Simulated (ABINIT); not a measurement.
Runs of ABINIT 10.8.3 (patched build) on GaAs. Symmetry: F-43m, No. 216, cubic system. The conventional cell has a = 5.654 Å, b = 5.654 Å, c = 5.654 Å, α = 90.00°, β = 90.00°, γ = 90.00°. As (site symmetry -43m) is surrounded by 4 Ga at 2.45 Å. Around Ga (site symmetry -43m) lie 4 As at 2.45 Å. 

```tsv
task	level	potentials or basis	k mesh	cutoff (eV)	smearing	most SCF steps	thinning of the exchange mesh (fockdownsampling)	fine-grid cutoff	stop of the response cycle (tolvrs)	acoustic sum rule (asr)	gap on the mesh (eV)	pressure (GPa)
single point	PBE0	SG15 NC PBE v1.2	6 × 6 × 6	1034	fixed	60	2 × 2 × 2	-	-	-	2.02	-
band structure	BLYP	JTH PAW PBE v2.0	8 × 8 × 8	463	fermi-dirac 0.05 eV	-	-	925.187 eV	-	-	0.35	6.6
band structure	OLYP	JTH PAW PBE v2.0	8 × 8 × 8	463	fermi-dirac 0.05 eV	-	-	925.187 eV	-	-	0.78	(a)
dielectric tensor	PBE	PseudoDojo NC SR PBE v0.4.1 standard	4 × 4 × 4, with 4 shifts	1088	fixed	-	-	-	1e-10	1	-	3.3
band structure	PBE	JTH PAW PBE v2.0 sp	8 × 8 × 8	463	fermi-dirac 0.05 eV	-	-	925.187 eV	-	-	0.53	(c)
band structure	RPBE	JTH PAW PBE v2.0	8 × 8 × 8	463	fermi-dirac 0.05 eV	-	-	925.187 eV	-	-	0.63	5.2
band structure	AM05	JTH PAW PBE v2.0 sp	8 × 8 × 8	463	fermi-dirac 0.05 eV	-	-	925.187 eV	-	-	(b)	0.6
```

Alike in all rows: no spin polarisation; cell as given.

**Question.** Fill in the values left out.

**Answer.** (a) 4.3; (b) 0.52; (c) 3.4.

Caveats: the PAW data sets were made with another functional, which shifts forces and pressure a little (some runs); this set keeps more shells in the core, which shifts pressures and gaps (some runs); exact exchange is summed on a coarse mesh, which widens gaps by tenths of an eV (some runs); the potentials were made for another functional, which shifts forces and pressure (some runs); the cell is more than 3 GPa from zero pressure, which shifts response properties (some runs).

A k mesh can miss the band edges, and the runs leave out spin-orbit coupling on As, Ga.

Not every run made on this cell is shown here.
